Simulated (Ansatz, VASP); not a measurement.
**PtSe: VASP beside Ansatz**

```xyz
2
Lattice="0.0000 3.0374 3.0374 3.0374 0.0000 3.0374 3.0374 3.0374 0.0000" Properties=species:S:1:pos:R:3 pbc="T T T"
Pt    0.0000    0.0000    0.0000
Se    1.5187    1.5187    1.5187
```

The cell comes from a database or a generator and needn't be the stable form of this composition.

Alike in both runs: task single point; functional PBE; k mesh 5 × 5 × 5; occupations gaussian, width 0.05 eV; collinear spin, ferromagnetic start; Hubbard terms Pt d U = 4 eV.

|  | VASP | Ansatz |
| --- | --- | --- |
| version | VASP 6.6.1 | Ansatz 0.2.0 |
| potentials or method | VASP PAW PBE potentials, release 64 (Pt, Se) | Ansatz PAW |
| plane-wave cutoff (eV) | 520 | 420 |
| valence electrons in the cell | 16 | 34 |

|  | VASP | Ansatz | Ansatz less VASP |
| --- | --- | --- | --- |
| gap on the k mesh at the Fermi level (eV) | none | none | - |
| pressure (GPa) | -11.9 | -10.5 | +1.38 |
| net moment per atom (μB) | 0.05 | 0.05 | +0.003 |
| size of the moment on the site where the two differ most (μB) | 0.06 | 0.05 | -0.011 |

Site moments also hang on the region over which each program counts them. The programs project onto different local orbitals, so the same U acts differently. A gap of «none» marks a metal or a gap that the smearing closes. The two sets of potentials don't hold the same shells in valence.

Caveats: the magnetic or orbital state may not be the lowest (Ansatz). Spin-orbit coupling is left out, which matters for the levels of Pt. The state reached can hang on the start; a lower one may exist.
